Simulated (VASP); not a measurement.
Write the native input for VASP 6.6.1 that does the following.

| Property | Result |
| --- | --- |
| Task | Born charges and dielectric tensor |
| Functional | optPBE-vdW |
| Potentials or basis | VASP PAW PBE potentials, release 64 (Sn_d, O_s) |
| Cutoff | 400 eV |
| k mesh | 6 × 6 × 8 |
| Occupations | gaussian, width 0.2 eV |
| Spin | no spin polarisation |
| Monkhorst-Pack mesh | yes |
| Further INCAR settings | ALGO = Normal; EDIFF = 1e-08 |

The structure of SnO2 (Cassiterite) lies in POSCAR:

```
SnO2
4.738
    1.000000000000      0.000000000000      0.000000000000
    0.000000000000      1.000000000000      0.000000000000
    0.000000000000      0.000000000000      0.672541156606
Sn O
2 4
Direct
    0.5000000000      0.5000000000      0.5000000000
    0.0000000000      0.0000000000      0.0000000000
    0.8071000000      0.1929000000      0.5000000000
    0.6929000000      0.6929000000      0.0000000000
    0.1929000000      0.8071000000      0.5000000000
    0.3071000000      0.3071000000      0.0000000000
```

The input as run:

INCAR

```
PREC     = Accurate       # precision mode
ENCUT    = 400            # plane-wave cutoff, eV
EDIFF    = 1E-8           # SCF threshold, eV
ISMEAR   = 0              # smearing method
SIGMA    = 0.2            # smearing width, eV
LREAL    = F              # projectors in reciprocal space
LASPH    = T              # aspherical terms in the spheres
NELM     = 100            # most SCF steps
ALGO     = Normal         # electronic algorithm
ISIF     = 2              # what is computed and relaxed
LWAVE    = F              # write WAVECAR
LCHARG   = F              # write CHGCAR
GGA      = OR             # functional
LUSE_VDW = T            
AGGAC    = 0.0          
LEPSILON = T              # dielectric tensor by DFPT
```

KPOINTS

```
Automatic mesh
0
Monkhorst-Pack
  6 6 8
```

Potentials or basis: VASP PAW PBE potentials, release 64 (Sn_d, O_s).

Launch:

```bash
$ cat potpaw_PBE.64/Sn_d/POTCAR potpaw_PBE.64/O_s/POTCAR > POTCAR
$ mpirun -np 1 vasp_std > vasp.out
```

Results of the run:

```
Electronic dielectric tensor (diagonal) : 4.15, 4.15, 4.49
Born charges (mean of the diagonal)     : Sn +4.19; O -2.09 e
```

It took 5.7 min on 1 thread of Intel(R) Xeon(R) 6975P-C (Granite Rapids) (shared host), peak memory 0.44 GiB.
